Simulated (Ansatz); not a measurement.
Input of an Ansatz 0.2.0 run:

The input input.yaml:

```yaml
crystal:
  lattice:
    - [2.95, 0.0, 0.0]
    - [-1.475, 2.5547749412, 0.0]
    - [0.0, 0.0, 4.68]
  atoms:
    - { symbol: Ti, position: [0.6666666667, 0.3333333333, 0.75] }
    - { symbol: Ti, position: [0.3333333333, 0.6666666667, 0.25] }
hamiltonian:
  xc: pbe
  pseudopotentials: { kind: paw, level: accurate }
kpoints:
  mp_grid: { grid: [10, 10, 6] }
  band_path:
    path:
      - [[0.0, 0.0, 0.0], [0.5, 0.0, 0.0], [0.3333333333, 0.3333333333, 0.0], [0.0, 0.0, 0.0], [0.0, 0.0, 0.5], [0.5, 0.0, 0.5], [0.3333333333, 0.3333333333, 0.5], [0.0, 0.0, 0.5]]
      - [[0.5, 0.0, 0.5], [0.5, 0.0, 0.0]]
      - [[0.3333333333, 0.3333333333, 0.0], [0.3333333333, 0.3333333333, 0.5]]
    npoints: 14
scf:
  occupations: { method: fermi_dirac, width: 0.05 }
  n_extra_bands: 6
output:
  forces: true
  stress: true
  eigenvalues: true
  fatbands: false
  write_density: true
  write_potential: true
  elf: true
  volumetric_format: npy
```

Potentials or basis: Ansatz PAW earlier set.

The run is started by

```bash
$ ansatz run input.yaml --threads 2 --pin off --max-ram 5632MiB --backend cpu --events-out ev --progress --plain --runs-dir out
```

Predict the pressure.

-1.5 GPa.

Estimate the band gap on the k mesh.

none (metal or under the smearing width).

Stress tensor (GPa, compression positive):
```
-1.34  0.00  0.00
 0.00 -1.34  0.00
 0.00  0.00 -1.73
```
